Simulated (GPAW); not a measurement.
**Os: single point with rSCAN+D3(BJ)+U**

The system is Os.

```
Os
1.0
     0.00000    1.94500    1.94500
     1.94500    0.00000    1.94500
     1.94500    1.94500    0.00000
Os
1
Direct
  0.00000 0.00000 0.00000
```

This isn't the form of Os at room conditions, which is hcp.

```
Program                        : GPAW 26.7.0
Task                           : single point
Functional                     : rSCAN
Dispersion                     : D3(BJ)
Potentials or basis            : GPAW PAW data sets (gpaw-data 1.2.1), other valence
Cutoff                         : 600 eV
Basis                          : pw
k mesh                         : 12 × 12 × 12
Occupations                    : fermi-dirac, width 0.05 eV
Spin                           : no spin polarisation
Hubbard terms                  : Os d U = 7 eV
U projector left unscaled      : no
older calculator (legacy_gpaw) : yes
Maxiter                        : 60
Data set                       : Os 8
```

```yaml
Pressure: -27.2 GPa
Band_gap_on_the_k_mesh: none (metal or under the smearing width)
Dispersion_energy_per_atom: -0.369 eV
```

Levels at points of the mesh, in eV from the Fermi level:
| k point | band 2 | band 3 | band 4 | band 5 | band 6 | band 7 |
| --- | --- | --- | --- | --- | --- | --- |
| (0.00, 0.00, 0.00) | -3.77 | -3.77 | -3.77 | 0.31 | 0.31 | 16.08 |
| (0.50, 0.50, 0.00) | -7.08 | 2.05 | 2.05 | 2.60 | 3.03 | 12.75 |
| (0.50, 0.50, 0.50) | -3.29 | -3.29 | 0.37 | 1.96 | 1.96 | 8.86 |

Run time: 39 s on 1 thread of Arm Neoverse V2, with other jobs on the host, peak memory 0.25 GiB.

Caveat: the PAW data sets were made with another functional, which shifts forces and pressure a little; U without spin polarisation on a metal has little footing; pairwise dispersion overbinds metals, which lowers pressure and volume; the U is typed as a test and isn't derived for this compound. The run has no spin-orbit coupling, so splittings on Os are missing.
